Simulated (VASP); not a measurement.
Runs of VASP 6.6.1 on GaP. It takes space group F-43m (No. 216, cubic). The conventional cell has a = 5.393 Å, b = 5.393 Å, c = 5.393 Å, α = 90.00°, β = 90.00°, γ = 90.00°. Around Ga (site symmetry -43m) lie 4 P at 2.34 Å. P (site symmetry -43m) is surrounded by 4 Ga at 2.34 Å. 

| task | level | potentials or basis | spin | cell | k mesh | cutoff (eV) | gap on the mesh (eV) | pressure (GPa) |
| --- | --- | --- | --- | --- | --- | --- | --- | --- |
| relaxation of cell and atoms | LDA | VASP PAW LDA potentials, release 64 (Ga_d, P) | off | relaxed | 8 × 8 × 8 | 600 | 1.43 | 0.0 |
| relaxation of cell and atoms | PBEsol | VASP PAW PBE potentials, release 64 (Ga_d, P) | off | relaxed | 8 × 8 × 8 | 600 | (b) | 0.0 |
| band structure | LDA | VASP PAW LDA potentials, release 64 (Ga_d, P) | off | F-43m, 20.09 Å³/atom | 8 × 8 × 8 | 520 | (a) | -2.1 |
| band structure | TB-mBJ | VASP PAW PBE potentials, release 64 (Ga_d, P) | off | F-43m, 20.09 Å³/atom | 8 × 8 × 8 | 520 | 2.41 | - |
| band structure | r2SCAN | VASP PAW PBE potentials, release 64 (Ga_d, P) | off | F-43m, 20.09 Å³/atom | 8 × 8 × 8 | 520 | 1.89 | 0.7 |

Alike in all rows: smearing gaussian 0.03 eV.

Estimate the missing entries.

(a) 1.48; (b) 1.50.

Caveats: the PAW data sets were made with another functional, which shifts forces and pressure a little (some runs); the relaxation stopped at its first step, so nothing moved (some runs).

A k mesh can miss the band edges, and the runs leave out spin-orbit coupling on Ga.

Runs at the PBE level aren't shown here.
